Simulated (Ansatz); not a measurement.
**CdTe and its competing phases**

All numbers below come from Ansatz 0.2.0, DFT PBE, scalar-relativistic, plane waves, PAW. Settings: cutoff 420 eV, Γ-centred meshes spaced at most about 0.3 Å⁻¹, and about 0.25 Å⁻¹ or finer for metals (2π included), Gaussian smearing. No spin polarisation.

Formation energies are uncorrected and refer to the elements' standard structures at the same level.

These are static total energies at zero pressure. These runs have no spin–orbit coupling, which can matter for Te. The reference form of Te is held partly by dispersion forces, which this level lacks.

The competitors are the elements and 1 reference phase of this chemical system (from databases or known types: CdTe), relaxed at the same level; other known phases may be missing.

The candidate was reached from: WC type (P-6m2).

```
CELL_PARAMETERS angstrom
4.28752 0.00000 0.00000
-2.14376 3.71310 0.00000
0.00000 0.00000 3.74824
ATOMIC_POSITIONS crystal
Cd 0.00000 0.00000 0.00000
Te 0.66667 0.33333 0.50000
```

Q: Is it stable, and against what?

A: Not the lowest form: another structure of the same formula lies lower. Its formation energy is -0.133 eV/atom. The lowest competing phase at this composition is this:

| phase | space group | source | share of atoms | ΔE_f (eV/atom) |
| --- | --- | --- | --- | --- |
| CdTe | F-43m (No. 216) | COD | 1.0000 | -0.464 |

The candidate lies 0.33 eV/atom above this phase. The candidate matches no cell in the subsets of the Crystallography Open Database and the Materials Project at hand. A phase this far over the hull is unlikely to be made. It has the tungsten carbide type.
